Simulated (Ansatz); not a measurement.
TaS2 under changes of volume

One of the cells (18.984 Å³/atom); the others are scaled copies at fixed shape and fractional positions:

```
Ta S
1.0
     3.35000    0.00000    0.00000
    -1.67500    2.90119    0.00000
     0.00000    0.00000    5.86000
Ta S
1 2
Direct
  0.00000 0.00000 0.00000
  0.66667 0.33333 0.75000
  0.33333 0.66667 0.25000
```

```yaml
Program: Ansatz 0.2.0
Functional: PBE
Dispersion: D3(BJ)
Potentials_or_basis: Ansatz PAW
Cutoff: "420 eV (not typed: the program's choice for these potentials)"
k_mesh: 9 × 9 × 5
Occupations: fermi-dirac, width 0.05 eV
Spin: no spin polarisation
```

```tsv
volume (Å³/atom)	energy over the lowest point (meV/atom)	pressure (GPa)	largest force (eV/Å)
17.845	87.03	16.1	2.424
18.225	?	?	?
18.605	29.02	8.7	1.613
18.984	12.37	5.5	1.248
19.364	2.92	2.6	0.909
19.744	0.00	0.0	0.592
20.123	2.98	-2.4	0.296
```

**Question.** What does the run at 18.225 Å³/atom give?

**Answer.** Energy over the lowest point 53.62 meV/atom; pressure 12.2 GPa; largest force 2.004 eV/Å.

Worked out: A Birch-Murnaghan fit of order 3 (a polynomial in V^(-2/3)) to the other rows has its minimum at 19.73 Å³/atom with B0 = V·E''(V) = 130 GPa and B' = 4.0 at fixed shape and positions, which overstates the stiffness. It gives 53.63 meV/atom at 18.225 Å³/atom, against the run's 53.62, and -dE/dV = 12.2 GPa, against 12.2.

Energies are extrapolated to zero smearing.

Caveats: forces of over 1 eV/Å show positions far from the minimum, so gaps and moduli don't describe the material at rest (some runs).
